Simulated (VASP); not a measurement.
Input of a VASP 6.6.1 run:

INCAR

```
SYSTEM = FeS2
PREC = Accurate
ENCUT = 420
EDIFF = 1E-6
ISMEAR = 0
SIGMA = 0.02
LREAL = .False.
LASPH = .True.
NELM = 150
ALGO = Normal
ISIF = 2
LWAVE = .False.
LCHARG = .True.
GGA = PE
LELF = .True.
LVHAR = .True.
NBANDS = 52
```

KPOINTS

```
regular mesh
0
Gamma
  6 6 6
  0 0 0
```

POSCAR

```
FeS2
1.0
    5.4178000000      0.0000000000      0.0000000000
    0.0000000000      5.4178000000      0.0000000000
    0.0000000000      0.0000000000      5.4178000000
Fe S
4 8
Direct
    0.0000000000      0.0000000000      0.0000000000
    0.5000000000      0.0000000000      0.5000000000
    0.5000000000      0.5000000000      0.0000000000
    0.0000000000      0.5000000000      0.5000000000
    0.3848200000      0.3848200000      0.3848200000
    0.1151800000      0.6151800000      0.8848200000
    0.8848200000      0.1151800000      0.6151800000
    0.6151800000      0.8848200000      0.1151800000
    0.6151800000      0.6151800000      0.6151800000
    0.8848200000      0.3848200000      0.1151800000
    0.1151800000      0.8848200000      0.3848200000
    0.3848200000      0.1151800000      0.8848200000
```

Potentials or basis: VASP PAW PBE potentials, release 64 (Fe, S).

Launch:

```bash
$ cat potpaw_PBE.64/Fe/POTCAR potpaw_PBE.64/S/POTCAR > POTCAR
$ mpirun -np 1 vasp_std > vasp.out
```

(1) Estimate the largest force.

(2) What does it give for the band gap on the k mesh?

(3) What does it give for the pressure?

## Answers

(1) 0.235 eV/Å.

(2) 0.62 eV, indirect (least direct gap 0.66 eV).

(3) -1.0 GPa.

**What was measured.**

“Synthetic control over polymorph formation in the d-band semiconductor system FeS2”, 2021, arxiv:2111.12440 reports, for a bulk crystal of FeS2: band gap 0.87 eV.

A measured gap of FeS2 is 0.87 eV (“Synthetic control over polymorph formation in the d-band semiconductor system FeS2”, 2021, arxiv:2111.12440); the calculated 0.62 eV misses it by -0.25 eV. The value is that of PBE on a finite k mesh, which can miss the band edges, without temperature or zero-point motion. Semilocal functionals fall short of measured gaps as a rule.
